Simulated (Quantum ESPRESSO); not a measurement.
GaP, 2 atoms in the cell. The structure is cubic, space group F-43m (No. 216). Conventional cell: a = 5.451 Å, b = 5.451 Å, c = 5.451 Å, α = 90.00°, β = 90.00°, γ = 90.00°. Ga (site symmetry -43m) has 4 P at 2.36 Å as nearest neighbours. P (site symmetry -43m) has 4 Ga at 2.36 Å as nearest neighbours. 

| Item | Value |
| --- | --- |
| Program | Quantum ESPRESSO 7.5 |
| Task | dielectric tensor |
| Functional | PBE |
| Potentials or basis | SPMS 1.0 PBE |
| Cutoff | 952 eV |
| Density cutoff | 3810 eV |
| k mesh | 10 × 10 × 10 |
| Occupations | fermi-dirac, width 0.05 eV |
| Spin | no spin polarisation |
| Mixing beta | 0.5 |
| Most SCF iterations | 120 |
| SCF threshold | 4e-10 Ry |

Potentials or basis: SPMS 1.0 PBE.

Launch:

```bash
$ OMP_NUM_THREADS=1 pw.x -in pw.in > pw.out
$ OMP_NUM_THREADS=1 pw.x -in relax.in > relax.out
$ OMP_NUM_THREADS=1 pw.x -in scf2.in > scf2.out
$ OMP_NUM_THREADS=1 ph.x -in ph.in > ph.out
```

Hardware: 1 thread of Arm Neoverse V1, with other jobs on the host.

Problem. Estimate the wall time of this run.

Solution. It took 7.7 min on 1 thread of Arm Neoverse V1, on a shared host, peak memory 0.09 GiB. Counts: scf iterations 51, bands 15, ion steps 5, k points 47, g dense 21595.
